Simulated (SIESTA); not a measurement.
Write the native input for SIESTA 5.4.2 that does the following.

```yaml
Task: band structure
Functional: PBEsol
Potentials_or_basis: PseudoDojo 0.4 standard (PBEsol files)
Basis: DZP (energy shift 0.003 Ry)
Grid_cutoff: 500 Ry
Energy_shift: 0.003 Ry
k_mesh: 12 × 12 × 4
Occupations: fermi-dirac, width 0.05 eV
Spin: no spin polarisation
```

The system is C.

```
CELL_PARAMETERS angstrom
2.52210 0.00000 0.00000
-1.26105 2.18420 0.00000
0.00000 0.00000 8.23710
ATOMIC_POSITIONS crystal
C 0.66667 0.33333 0.84375
C 0.33333 0.66667 0.34375
C 0.66667 0.33333 0.65625
C 0.33333 0.66667 0.15625
C 0.00000 0.00000 0.90625
C 0.00000 0.00000 0.40625
C 0.00000 0.00000 0.59375
C 0.00000 0.00000 0.09375
```

This is a hexagonal form of diamond, not graphite.

One way to write it, as run:

C.fdf

```
SystemName                      Carbon
SystemLabel                     C
NumberOfSpecies                 1
NumberOfAtoms                   8
%block ChemicalSpeciesLabel
  1   6 C
%endblock ChemicalSpeciesLabel

LatticeConstant                 1.0 Ang
%block LatticeVectors
     2.5221000000     0.0000000000     0.0000000000
    -1.2610500000     2.1842026709     0.0000000000
     0.0000000000     0.0000000000     8.2371000000
%endblock LatticeVectors
AtomicCoordinatesFormat         Fractional
%block AtomicCoordinatesAndAtomicSpecies
     0.6666666667     0.3333333333     0.8437500000  1  C
     0.3333333333     0.6666666667     0.3437500000  1  C
     0.6666666667     0.3333333333     0.6562500000  1  C
     0.3333333333     0.6666666667     0.1562500000  1  C
     0.0000000000     0.0000000000     0.9062500000  1  C
     0.0000000000     0.0000000000     0.4062500000  1  C
     0.0000000000     0.0000000000     0.5937500000  1  C
     0.0000000000     0.0000000000     0.0937500000  1  C
%endblock AtomicCoordinatesAndAtomicSpecies

%block kgrid.MonkhorstPack
   12   0   0  0.0
    0  12   0  0.0
    0   0   4  0.0
%endblock kgrid.MonkhorstPack
XC.Functional                   GGA
XC.Authors                      PBEsol
PAO.BasisSize                   DZP
PAO.EnergyShift                 0.003 Ry
Mesh.Cutoff                     500 Ry
OccupationFunction              FD
ElectronicTemperature           0.05 eV
MaxSCFIterations                120
SCF.MustConverge                false
SCF.Mixer.Method                Pulay
SCF.Mixer.Weight                0.25
SCF.Mixer.History               8
SCF.DM.Tolerance                5.0e-05
SCF.H.Tolerance                 1.0e-03 eV
WriteForces                     true
Charge.Mulliken                 end
BandLinesScale                  ReciprocalLatticeVectors
%block BandLines
    1    0.000000   0.000000   0.000000  \Gamma
   13    0.500000   0.000000   0.000000  M
    7    0.333333   0.333333   0.000000  K
   15    0.000000   0.000000   0.000000  \Gamma
    3    0.000000   0.000000   0.500000  A
   13    0.500000   0.000000   0.500000  L
    7    0.333333   0.333333   0.500000  H
   15    0.000000   0.000000   0.500000  A
    1    0.500000   0.000000   0.500000  L
    3    0.500000   0.000000   0.000000  M
    1    0.333333   0.333333   0.000000  K
    3    0.333333   0.333333   0.500000  H
%endblock BandLines
```

Potentials or basis: PseudoDojo 0.4 standard (PBEsol files), DZP (energy shift 0.003 Ry).

Launch:

```bash
$ siesta C.fdf > C.out 2>&1
```

Results of the run:

| Quantity | Value |
| --- | --- |
| Pressure | 5.6 GPa |
| Largest force | 0.338 eV/Å |
| Band gap on the k mesh | 4.41 eV, indirect (least direct gap 5.22 eV) |
| Band gap along the path | 4.41 eV, indirect (least direct gap 5.22 eV) |

Caveat: the basis of atomic orbitals isn't converged, which shifts pressures, moduli and gaps.

Wall time 2.1 min on 1 thread of Arm Neoverse V2, on a shared host, peak memory 0.33 GiB.
